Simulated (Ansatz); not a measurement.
# As (Pm-3m) in Ansatz: a series of runs

The runs below take As through density of states, electric field gradients, with PBE.

Everything below comes from runs of Ansatz 0.2.0. Logs are shortened: lines on timing, memory, paths and dates and some standing lists are left out, and cuts for length are marked.

### 1 Starting point

Symmetry: Pm-3m, No. 221, cubic system. The conventional cell has a = 2.704 Å, b = 2.704 Å, c = 2.704 Å, α = 90.00°, β = 90.00°, γ = 90.00°. Around As (site symmetry m-3m) lie 6 As at 2.70 Å.

This isn't the form of As at room conditions, which is rhombohedral.

### 2 Density of states, PBE

input.yaml

```yaml
crystal:
  lattice:
    - [2.7036817444, 0.0, 0.0]
    - [0.0, 2.7036817444, 0.0]
    - [0.0, 0.0, 2.7036817444]
  atoms:
    - { symbol: As, position: [0.5, 0.5, 0.5] }
kpoints:
  mp_grid: { grid: [10, 10, 10] }
scf:
  occupations: { method: fermi_dirac, width: 0.05 }
hamiltonian:
  xc: pbe
  pseudopotentials: { kind: all_electron, datasets: crystal }
output:
  forces: true
  stress: true
  eigenvalues: true
  dos: { projected: false, de: 0.1, e_range: [-14, 10] }
  elf: true
  volumetric_format: npy
```

Potentials or basis: all-electron PAW datasets made for the crystal.

Started as:

```sh
$ ansatz run input.yaml --threads 1 --pin off --max-ram 3072MiB --backend cpu --events-out ev --progress --plain --runs-dir out
```

Log:

```text
Warning: RAYON_NUM_THREADS=1 ignored (pool sized by the plan → 1); use --threads N
hamiltonian.pseudopotentials.datasets: crystal makes datasets for this crystal and solves the spheres of its atoms anew in each pass: cutoff 180.0 eV, the density's 720.0 eV; for an error of 0.50 meV an atom under PBE, 0.5 meV for the cell; an energy difference from a run of another recipe may be off by several times the error for the cell, under r2SCAN by more, where some 0.1 meV an atom stays at smaller errors; As in spheres of 1.349 Å, 5 of its electrons in bands, 10 on its site; only band paths and densities of states list, in semicore columns, the levels of the semicore shells that are solved separately: 3d of As
Engine: ansatz 0.2.0, aarch64-unknown-linux-gnu
Pseudopotentials: kind: all_electron
Pseudopotential: As, paw, valence charge 15, recommended cutoff 180 eV (normal), crystal/all_electron/pbe/scalar/gaussian/As, Koelling and Harmon's equation, gaussian nucleus
Functional definition: PBE
  parameter kappa = 0.804
  parameter beta = 0.06672455060314922
  exchange = pbe_x(kappa = kappa, mu = beta*pi^2/3)
  correlation = pbe_c(beta = beta)
Crystal: 1 atoms, lattice volume = 19.764 Å³
Basis set: ecut = 180 eV, 93 PW (Γ), exchange–correlation on 24×24×24 points (8 copies of the dense FFT grid, shifted against one another)
Bands: 7, of which v1, the nominal top of the filled ones, is band 3 counted from 1 (2 counted from 0)
Symmetry: 48 space group operations
Space group: Pm-3m (ITA 221), of the structure as read, at distance tolerance 2.7e-5 Å
k-points: 56 of 1000
Non-local potential: As, projectors of the file, l = 0: 1, l = 1: 1
PAW form: soft (Blöchl's): semilocal exchange-correlation on the pseudo side does not see the compensation charge
PAW one-centre angular grid: As, 110 points (default); XC on its mesh's 1903 points in the sphere
Initial density: superposition of atomic densities (neutral atoms: chi_scale 0, normalization atom)
Initial wavefunctions: pseudopotential atomic-orbital guess
Functional: x = pbe(κ = 0.804, μ = 0.2195149727645171), c = pbe(β = 0.06672455060314922)
iter 1 solved again at ethr=6.44e-4 eV; its pass at ethr=1.00e-1 eV (dr2=3.22e-2 eV) is discarded
SCF iter   1: F=—  HF=-61523.805874 eV  |F-HF|=—  |Δ(HF+E_count)|=         —  Δρ=1.60e-2  dr2=3.32e-2  ethr=6.44e-4  ⟨swp⟩=3.5  Hψ=2627  notcnv=0
preconditioner: auto → none  [metal: Δε(μ)=0.048 eV  Ē_g=15.029 eV  σ=0.050 eV  W_gap=0.23  n_scr=0 (ndim 8)  ℏωp=18.7 eV  f_vac=0.000  D(μ)=0.31/eV (n_scr^D=0)]
SCF iter   2: F=—  HF=-61523.817074 eV  |F-HF|=—  |Δ(HF+E_count)|=   1.12e-2  Δρ=8.35e-3  dr2=9.08e-3  ethr=6.44e-4  ⟨swp⟩=2.0  Hψ=562  notcnv=0
iter 3 solved again at ethr=4.61e-7 eV; its pass at ethr=1.82e-4 eV (dr2=2.31e-5 eV) is discarded
SCF iter   3: F=—  HF=-61523.820890 eV  |F-HF|=—  |Δ(HF+E_count)|=   3.82e-3  Δρ=3.90e-4  dr2=2.23e-5  ethr=4.61e-7  ⟨swp⟩=2.0  Hψ=2067  notcnv=0
SCF iter   4: F=—  HF=-61523.820866 eV  |F-HF|=—  |Δ(HF+E_count)|=   2.41e-5  Δρ=1.63e-4  dr2=3.93e-6  ethr=4.47e-7  ⟨swp⟩=2.0  Hψ=546  notcnv=0
SCF iter   5: F=—  HF=-61523.820848 eV  |F-HF|=—  |Δ(HF+E_count)|=   1.80e-5  Δρ=6.28e-6  dr2=5.34e-9  ethr=7.86e-8  ⟨swp⟩=3.0  Hψ=652  notcnv=0
SCF iter   6: F=-61523.820848 eV  HF=-61523.820848 eV  |F-HF|=5.89e-10  |Δ(HF+E_count)|=   8.38e-9  Δρ=1.28e-6  dr2=2.46e-10  ethr=1.07e-10  ⟨swp⟩=3.1  Hψ=684  notcnv=0
SCF 1 converged in 6 iterations: F = -61523.820847 eV  dr2 = 2.46e-10
  Residual-converged pass: ⟨swp⟩=1.5  Hψ=431  notcnv=0  max |occ|·‖R‖ = 3.6e-6 eV (tolerance 3.7e-6 eV)  dr2=2.49e-10  dr2_onsite=1.05e-9  max |Δocc| = 4.2e-11
SCF converged after 6 iterations
Free energy (F): -61523.820847 eV
Harris-Foulkes:  -61523.820847 eV  (|F-HF|=5.89e-10)
Internal energy: -61523.818450 eV  (E = F + TS)
E sigma→0 (E₀):  -61523.819648 eV
Entropy (-TS):   -0.002397 eV (-2.397 meV/atom)
Past the cutoff: the bands carry plane waves up to 1.75 times it, of which those up to 1.5 times it add -0.000059 eV an atom, each by itself; the spheres take 0.000041 eV an atom off the energy for waves past 1.75 times it
By the cutoff:   a pressure is off by up to 0.005 GPa (1.2 times the spheres' own share and the shells' term, over an atom's volume, and 0.004 GPa: a bound that held against runs at twice the plane waves)
Past the cutoffs: a stress includes 0.0036 GPa for waves and charges beyond them, in addition to the slope of what the spheres take
In the spheres:  the bands' charges fall short by 4.1e-7 e at most (sound up to 1e-3), those of shells solved beside the bands by 4.6e-8 e (sound up to 5e-4)
Fermi energy:    12.375127 eV
--- Per-component energies (eV) ---
  E_band       = 31.120947
  E_kinetic    = 66.122805
  E_local      = -1145.708265  (includes V_loc(G=0)·N_el)
  E_nonlocal   = -0.848873
  E_hartree    = 587.068083
  E_xc         = -61.296518
  E_vxc        = -74.075039  (∫ρ·V_xc dr)
  E_paw        = -64391.248492  (= ΣΔE_a)
  E_vpaw       = -5110.616766  (= ΣTr[D̂ρ^β])
  E_ewald      = -1700.018415
  E_smearing   = -0.002397  (= −TS)
  E_closure    = 5122.111225  (closes the sum)
  Σ components = -61523.820847   (vs F -61523.820847, Δ=7.28e-12)
  The terms above E_closure are by the made datasets' own strengths, without shells solved beside the bands.
--- Forces (eV/Å), atoms counted from 1 ---
  atom   1  As     0.00000000    -0.00000000    -0.00000000
  max |Σ_I F_I| component: 5.52e-30 eV/Å
--- Stress (GPa, compression-positive) ---
        2.175513      -0.000000       0.000000
       -0.000000       2.175513       0.000000
        0.000000       0.000000       2.175513
  P = ⅓ Tr σ = 2.1755 GPa (21.755 kbar)
  It holds what live shells' own plane waves past their cutoff add
--- Band table (eV; the first three rows and the last of 56) ---
  k-point 0: bands = ["-2.5674", "16.5668", "16.5668", "16.5668", "21.0063"]
  k-point 1: bands = ["-2.3834", "14.5219", "16.7288", "16.7288", "21.1747"]
  k-point 2: bands = ["-1.8414", "11.4515", "17.1910", "17.1910", "21.6685"]
  k-point 55: bands = ["7.4771", "10.5883", "10.5883", "10.5883", "18.3901"]
```

Wall time 2 s (1 thread of Arm Neoverse V1, shared host); peak memory 0.28 GiB.

What came out:

```yaml
Free_energy: -61523.8208 eV
Pressure: 2.2 GPa
Band_gap_on_the_k_mesh: none (metal or under the smearing width)
```

Levels at points of the mesh, in eV from the Fermi level:
| k point | band 1 | band 2 | band 3 | band 4 | band 5 |
| --- | --- | --- | --- | --- | --- |
| (0.00, 0.00, 0.00) | -14.94 | 4.19 | 4.19 | 4.19 | 8.63 |
| (0.00, 0.00, -0.50) | -11.80 | -6.89 | 6.49 | 6.49 | 11.41 |
| (0.00, -0.50, -0.50) | -8.52 | -4.22 | -4.22 | 2.56 | 8.65 |
| (-0.50, -0.50, -0.50) | -4.90 | -1.79 | -1.79 | -1.79 | 6.02 |

States per cell in windows of 1 eV (zero at the Fermi level; states under -8 eV left out):
```
from (eV)  total
     -8.0   0.08
     -7.0   0.12
     -6.0   0.29
     -5.0   0.51
     -4.0   0.59
     -3.0   0.56
     -2.0   0.50
     -1.0   0.43
      0.0   0.42
      1.0   0.40
      2.0   0.43
      3.0   0.57
      4.0   0.64
      5.0   0.69
      6.0   0.50
      7.0   0.41
```

Caveat: the program warned that the printed levels may be off, so bands, gaps and densities of states are rough.

### 3 Electric field gradients, PBE

input.yaml: that of step 2 with these lines changed.

```diff
@@ -18,4 +18,2 @@
   eigenvalues: true
-  dos: { projected: false, de: 0.1, e_range: [-14, 10] }
-  elf: true
-  volumetric_format: npy
+  efg: {}
```

Potentials or basis: all-electron PAW datasets made for the crystal.

Started as:

```sh
$ ansatz run input.yaml --threads 1 --pin off --max-ram 3072MiB --backend cpu --events-out ev --progress --plain --runs-dir out
```

Log:

```text
Warning: RAYON_NUM_THREADS=1 ignored (pool sized by the plan → 1); use --threads N
hamiltonian.pseudopotentials.datasets: crystal makes datasets for this crystal and solves the spheres of its atoms anew in each pass: cutoff 180.0 eV, the density's 720.0 eV; for an error of 0.50 meV an atom under PBE, 0.5 meV for the cell; an energy difference from a run of another recipe may be off by several times the error for the cell, under r2SCAN by more, where some 0.1 meV an atom stays at smaller errors; As in spheres of 1.349 Å, 5 of its electrons in bands, 10 on its site; only band paths and densities of states list, in semicore columns, the levels of the semicore shells that are solved separately: 3d of As
[... 8 set-up lines as earlier in the session ...]
Crystal: 1 atoms, lattice volume = 19.764 Å³
Basis set: ecut = 180 eV, 93 PW (Γ), exchange–correlation on 24×24×24 points (8 copies of the dense FFT grid, shifted against one another)
Bands: 7, of which v1, the nominal top of the filled ones, is band 3 counted from 1 (2 counted from 0)
[... 2 set-up lines as earlier in the session ...]
k-points: 56 of 1000
[... 6 set-up lines as earlier in the session ...]
iter 1 solved again at ethr=6.44e-4 eV; its pass at ethr=1.00e-1 eV (dr2=3.22e-2 eV) is discarded
SCF iter   1: F=—  HF=-61523.805874 eV  |F-HF|=—  |Δ(HF+E_count)|=         —  Δρ=1.60e-2  dr2=3.32e-2  ethr=6.44e-4  ⟨swp⟩=3.5  Hψ=2627  notcnv=0
preconditioner: auto → none  [metal: Δε(μ)=0.048 eV  Ē_g=15.029 eV  σ=0.050 eV  W_gap=0.23  n_scr=0 (ndim 8)  ℏωp=18.7 eV  f_vac=0.000  D(μ)=0.31/eV (n_scr^D=0)]
SCF iter   2: F=—  HF=-61523.817074 eV  |F-HF|=—  |Δ(HF+E_count)|=   1.12e-2  Δρ=8.35e-3  dr2=9.08e-3  ethr=6.44e-4  ⟨swp⟩=2.0  Hψ=562  notcnv=0
iter 3 solved again at ethr=4.61e-7 eV; its pass at ethr=1.82e-4 eV (dr2=2.31e-5 eV) is discarded
SCF iter   3: F=—  HF=-61523.820890 eV  |F-HF|=—  |Δ(HF+E_count)|=   3.82e-3  Δρ=3.90e-4  dr2=2.23e-5  ethr=4.61e-7  ⟨swp⟩=2.0  Hψ=2067  notcnv=0
SCF iter   4: F=—  HF=-61523.820866 eV  |F-HF|=—  |Δ(HF+E_count)|=   2.41e-5  Δρ=1.63e-4  dr2=3.93e-6  ethr=4.47e-7  ⟨swp⟩=2.0  Hψ=546  notcnv=0
SCF iter   5: F=—  HF=-61523.820848 eV  |F-HF|=—  |Δ(HF+E_count)|=   1.80e-5  Δρ=6.28e-6  dr2=5.34e-9  ethr=7.86e-8  ⟨swp⟩=3.0  Hψ=652  notcnv=0
SCF iter   6: F=-61523.820848 eV  HF=-61523.820848 eV  |F-HF|=5.89e-10  |Δ(HF+E_count)|=   8.38e-9  Δρ=1.28e-6  dr2=2.46e-10  ethr=1.07e-10  ⟨swp⟩=3.1  Hψ=684  notcnv=0
SCF 1 converged in 6 iterations: F = -61523.820847 eV  dr2 = 2.46e-10
  Residual-converged pass: ⟨swp⟩=1.5  Hψ=431  notcnv=0  max |occ|·‖R‖ = 3.6e-6 eV (tolerance 3.7e-6 eV)  dr2=2.49e-10  dr2_onsite=1.05e-9  max |Δocc| = 4.2e-11
SCF converged after 6 iterations
Free energy (F): -61523.820847 eV
Harris-Foulkes:  -61523.820847 eV  (|F-HF|=5.89e-10)
Internal energy: -61523.818450 eV  (E = F + TS)
E sigma→0 (E₀):  -61523.819648 eV
Entropy (-TS):   -0.002397 eV (-2.397 meV/atom)
Past the cutoff: the bands carry plane waves up to 1.75 times it, of which those up to 1.5 times it add -0.000059 eV an atom, each by itself; the spheres take 0.000041 eV an atom off the energy for waves past 1.75 times it
By the cutoff:   a pressure is off by up to 0.005 GPa (1.2 times the spheres' own share and the shells' term, over an atom's volume, and 0.004 GPa: a bound that held against runs at twice the plane waves)
Past the cutoffs: a stress includes 0.0036 GPa for waves and charges beyond them, in addition to the slope of what the spheres take
In the spheres:  the bands' charges fall short by 4.1e-7 e at most (sound up to 1e-3), those of shells solved beside the bands by 4.6e-8 e (sound up to 5e-4)
Fermi energy:    12.375127 eV
--- Per-component energies (eV) ---
  E_band       = 31.120947
  E_kinetic    = 66.122805
  E_local      = -1145.708265  (includes V_loc(G=0)·N_el)
  E_nonlocal   = -0.848873
  E_hartree    = 587.068083
  E_xc         = -61.296518
  E_vxc        = -74.075039  (∫ρ·V_xc dr)
  E_paw        = -64391.248492  (= ΣΔE_a)
  E_vpaw       = -5110.616766  (= ΣTr[D̂ρ^β])
  E_ewald      = -1700.018415
  E_smearing   = -0.002397  (= −TS)
  E_closure    = 5122.111225  (closes the sum)
  Σ components = -61523.820847   (vs F -61523.820847, Δ=7.28e-12)
  The terms above E_closure are by the made datasets' own strengths, without shells solved beside the bands.
--- Forces (eV/Å), atoms counted from 1 ---
  atom   1  As     0.00000000    -0.00000000    -0.00000000
  max |Σ_I F_I| component: 5.52e-30 eV/Å
--- Stress (GPa, compression-positive) ---
        2.175513      -0.000000       0.000000
       -0.000000       2.175513       0.000000
        0.000000       0.000000       2.175513
  P = ⅓ Tr σ = 2.1755 GPa (21.755 kbar)
  It holds what live shells' own plane waves past their cutoff add
--- PAW observables at the nuclei: V_zz in 10²¹ V/m², potentials from the cell's mean, atoms counted from 1 ---
  atom   1  As V_zz =    +0.000000   η = 0.0000   by run symmetry: forbidden
            electrostatic potential = -4516.663592 V   contact ρ = 235593.425557 e/Å³
--- Band table (eV; the first three rows and the last of 56) ---
  k-point 0: bands = ["-2.5674", "16.5668", "16.5668", "16.5668", "21.0063"]
  k-point 1: bands = ["-2.3834", "14.5219", "16.7288", "16.7288", "21.1747"]
  k-point 2: bands = ["-1.8414", "11.4515", "17.1910", "17.1910", "21.6685"]
  k-point 55: bands = ["7.4771", "10.5883", "10.5883", "10.5883", "18.3901"]
```

It took 1.9 s on 1 thread of Arm Neoverse V1, shared host; peak memory 0.29 GiB.

Results:

```yaml
Free_energy: -61523.8208 eV
Pressure: 2.2 GPa
Band_gap_on_the_k_mesh: none (metal or under the smearing width)
```
